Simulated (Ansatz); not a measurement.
Wanted: the native input for an Ansatz 0.2.0 run.

- Task: density of states
- Functional: PBEsol
- Potentials or basis: all-electron LAPW, scalar-relativistic
- Cutoff: 241 eV (chosen from the basis error)
- Basis error allowed: 0.002 eV/atom
- k mesh: 10 × 10 × 2
- Occupations: fermi-dirac, width 0.05 eV
- Spin: no spin polarisation
- Hubbard terms: Mo d U = 2 eV

Slab: MoS2, a slab with vacuum.

```xyz
3
Lattice="3.1841 0.0000 0.0000 -1.5921 2.7575 0.0000 0.0000 0.0000 17.3346" Properties=species:S:1:pos:R:3 pbc="T T T"
Mo    0.0000    0.0000    0.0000
S     0.0000    1.8384   15.7833
S     0.0000    1.8384    1.5513
```

One way to write it, as run:

input.yaml

```yaml
crystal:
  lattice:
    - [3.1841260822, 0.0, 0.0]
    - [-1.5920630411, 2.757534076, 0.0]
    - [0.0, 0.0, 17.33459995]
  atoms:
    - { symbol: Mo, position: [0.0, 0.0, 0.0] }
    - { symbol: S, position: [0.3333333333, 0.6666666667, 0.91050702] }
    - { symbol: S, position: [0.3333333333, 0.6666666667, 0.08949298] }
kpoints:
  mp_grid: { grid: [10, 10, 2] }
scf:
  occupations: { method: fermi_dirac, width: 0.05 }
hamiltonian:
  xc: pbesol
  pseudopotentials: { kind: all_electron, lapw: { basis_error: 0.002 } }
  hubbard:
    sites: [{ species: Mo, l: d, u_eff: 2 }]
    double_counting: fll
    projectors: ortho-atomic
output:
  forces: true
  stress: true
  eigenvalues: true
  dos: { projected: false, de: 0.1, e_range: [-20, 6] }
```

Potentials or basis: all-electron LAPW, scalar-relativistic.

Run with:

```bash
$ ansatz run input.yaml --threads 2 --pin off --max-ram 8192MiB --backend cpu --events-out ev --progress --plain --runs-dir out
```

It gave:

- Largest force: 0.155 eV/Å
- Band gap on the k mesh: 1.71 eV, indirect (least direct gap 1.86 eV)

Caveat: U is the effective U less J, on atomic orbitals that reach past the spheres.

Run time: 44 s on 2 threads of Intel(R) Xeon(R) Processor @ 2.50GHz (Skylake/Cascade Lake) (shared host), peak memory 0.49 GiB.
